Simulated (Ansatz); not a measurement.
# ZnS, one structure, two calculations

Cell: a Materials Project structure (computed, not necessarily an observed phase), taken as it stands.

```
CELL_PARAMETERS angstrom
3.80733 0.00000 0.00000
-1.90367 3.29725 0.00000
0.00000 0.00000 49.84542
ATOMIC_POSITIONS crystal
Zn 0.33333 0.66667 0.56266
Zn 0.66667 0.33333 0.12495
Zn 0.00000 0.00000 0.37501
Zn 0.33333 0.66667 0.06250
Zn 0.66667 0.33333 0.50014
Zn 0.33333 0.66667 0.31249
Zn 0.66667 0.33333 0.25001
Zn 0.00000 0.00000 0.81251
Zn 0.66667 0.33333 0.74998
Zn 0.00000 0.00000 0.18750
Zn 0.33333 0.66667 0.43752
Zn 0.33333 0.66667 0.93747
Zn 0.00000 0.00000 0.62504
Zn 0.66667 0.33333 0.87500
Zn 0.33333 0.66667 0.68752
Zn 0.00000 0.00000 0.00001
S 0.00000 0.00000 0.23439
S 0.33333 0.66667 0.35930
S 0.66667 0.33333 0.29683
S 0.66667 0.33333 0.54702
S 0.33333 0.66667 0.10931
S 0.66667 0.33333 0.79678
S 0.33333 0.66667 0.98428
S 0.66667 0.33333 0.92181
S 0.00000 0.00000 0.85938
S 0.33333 0.66667 0.60940
S 0.00000 0.00000 0.42190
S 0.33333 0.66667 0.73432
S 0.00000 0.00000 0.67190
S 0.00000 0.00000 0.04688
S 0.66667 0.33333 0.17176
S 0.33333 0.66667 0.48435
```

Atoms are numbered from 1 in the order listed; like atoms form one site, named after its first atom.

First run. Method: Kohn–Sham DFT in Ansatz, PBE, plane waves and PAW, scalar-relativistic, 420 eV cutoff, Γ-centred 8×8×1 k-points, Fermi–Dirac smearing 0.02 eV.

```tsv
site	atom	V_zz (10²¹ V/m²)	η
Zn3	3	-0.067	0.00
Zn11	11	0.12	0.00
Zn13	13	-0.065	0.00
S17	17	0.20	0.00
S18	18	0.12	0.00
S20	20	0.21	0.00
S22	22	0.13	0.00
S23	23	0.13	0.00
S25	25	0.19	0.00
S26	26	0.075	0.00
S29	29	0.18	0.00
S32	32	0.18	0.00
S30	30	0.19	0.00
S31	31	0.14	0.00
```

Second run. The same atoms and settings, except that the functional is r2SCAN and the cutoff is 500 eV.

(1) Given the first result, estimate the second.

Answers

(1) 

```
site  atom    V_zz     η  change of V_zz
 Zn3     3  -0.058  0.00           +0.01
Zn11    11    0.12  0.00            0.00
Zn13    13  -0.055  0.00           +0.01
 S17    17    0.22  0.00           +0.02
 S18    18    0.11  0.00           -0.01
 S20    20    0.23  0.00           +0.02
 S22    22    0.11  0.00           -0.02
 S23    23    0.11  0.00           -0.02
 S25    25    0.21  0.00           +0.02
 S26    26   0.057  0.00           -0.02
 S29    29    0.20  0.00           +0.02
 S32    32    0.16  0.00           -0.02
 S30    30    0.21  0.00           +0.02
 S31    31    0.12  0.00           -0.02
```

No V_zz moves by more than 0.02. The table leaves out 12 of the 26 sites, with |V_zz| up to 0.10; their tensors move by 0.01 at most along any direction. The statements above cover all sites.

For the second run: With these PAW files V_zz is typically within 2 to 3 % of all-electron values, but misses above 10 % occur on Zn.
